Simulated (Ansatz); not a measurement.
**TaN: under pressure**

An exercise on one series of results from a longer session: the logs are not shown, and one member is left open.

Program: Ansatz 0.2.0. Level of theory: DFT PBEsol, scalar-relativistic, plane waves, PAW. These are calculated values, not measurements.

2 further runs of the same task are left out: 2 set aside as unsound or not needed.

**The system as given**

Symmetry: P6/mmm, No. 191, hexagonal system. The conventional cell has a = 5.205 Å, b = 5.205 Å, c = 2.904 Å, α = 90.00°, β = 90.00°, γ = 120.00°. Ta (site symmetry 6/mmm) has 6 N at 2.60 Å and 2 Ta at 2.90 Å in its first shell of neighbours. Ta (site symmetry -6m2) has 6 N at 2.09 Å in its first shell of neighbours. N (site symmetry mmm) has 6 Ta at 2.09 to 2.60 Å in its first shell of neighbours.

Coordinates:

```cif
data_structure
_symmetry_space_group_name_H-M 'P 1'
_symmetry_Int_Tables_number 1
_cell_length_a 5.2051
_cell_length_b 5.2051
_cell_length_c 2.9036
_cell_angle_alpha 90.000
_cell_angle_beta 90.000
_cell_angle_gamma 120.000
_cell_volume 68.13
loop_
_atom_site_label
_atom_site_type_symbol
_atom_site_fract_x
_atom_site_fract_y
_atom_site_fract_z
_atom_site_occupancy
Ta1 Ta 0.00000 0.00000 0.00000 1
Ta2 Ta 0.33333 0.66667 0.50000 1
Ta3 Ta 0.66667 0.33333 0.50000 1
N1 N 0.50000 0.00000 0.00000 1
N2 N 0.50000 0.50000 0.00000 1
N3 N 0.00000 0.50000 0.00000 1
```

This cell was relaxed beforehand with the same method: volume 11.35 Å³/atom, gap on the mesh none (metal).

Set-up of the first run:

Contents of input.yaml:

```yaml
crystal:
  lattice:
    - [5.2544427181, 0.0, 0.0]
    - [-2.6272213591, 4.5504808766, 0.0]
    - [0.0, 0.0, 2.9311184485]
  atoms:
    - { symbol: Ta, position: [0.0, 0.0, 0.0] }
    - { symbol: Ta, position: [0.3333333333, 0.6666666667, 0.5] }
    - { symbol: Ta, position: [0.6666666667, 0.3333333333, 0.5] }
    - { symbol: "N", position: [0.5, 0.0, 0.0] }
    - { symbol: "N", position: [0.5, 0.5, 0.0] }
    - { symbol: "N", position: [0.0, 0.5, 0.0] }
basis:
  ecutwfc: 420
kpoints:
  mp_grid: { grid: [12, 12, 12] }
hamiltonian:
  xc: pbesol
scf:
  occupations: { method: gaussian, width: 0.1 }
output:
  forces: true
  stress: true
  eigenvalues: true
relax:
  adjacent_minimum: "off"
  f_tol: 0.008
  max_steps: 50
  cell: { stress_tol: 0.08, p_target: -3.0 }
```

On the command line:

```sh
$ ansatz run input.yaml --threads 1 --pin off --max-ram 2560MiB --backend cpu --events-out ev --progress --plain --runs-dir out
```

Steps of the session up to this table: Relaxing at -3 GPa; 3 GPa; Target pressure 8 GPa; Relaxing at 15 GPa; 30 GPa; Relaxing at 60 GPa.

One table of the session follows, with a row left open; its other results are not shown here.

Lengths are those of the vectors of the cell that was run:

| P (GPa) | V (Å³/atom) | a (Å) | b (Å) | c (Å) | ΔH (eV/atom) |
| --- | --- | --- | --- | --- | --- |
| -3 | 11.47 | 5.228 | 5.228 | 2.908 | -0.214 |
| 0 | 11.35 | 5.205 | 5.205 | 2.904 | 0.000 |
| 3 | 11.24 | 5.183 | 5.183 | 2.899 | 0.212 |
| 8 | ? | ? | ? | ? | ? |
| 15 | 10.85 | 5.104 | 5.104 | 2.884 | 1.038 |
| 30 | 10.43 | 5.020 | 5.020 | 2.869 | 2.034 |
| 60 | 9.79 | 4.881 | 4.881 | 2.847 | 3.924 |

Estimate the missing values for P (GPa) = 8.

Worked estimate for «V (Å³/atom)». A straight line through the neighbours (3, 11.24) and (15, 10.85) gives 11.24 + (10.85 − 11.24) × (8 − 3) / (15 − 3) = 11.08; a parabola fitted to 4 rows on both sides gives 11.07.

As computed: V (Å³/atom): 11.07; a (Å): 5.149; b (Å): 5.149; c (Å): 2.893; ΔH (eV/atom): 0.560. In «V (Å³/atom)» the line misses by +0.01 and the parabola by 0.00.

ΔH is E + PV over the energy at zero pressure; a, b and c are the vectors of the computed cell. 
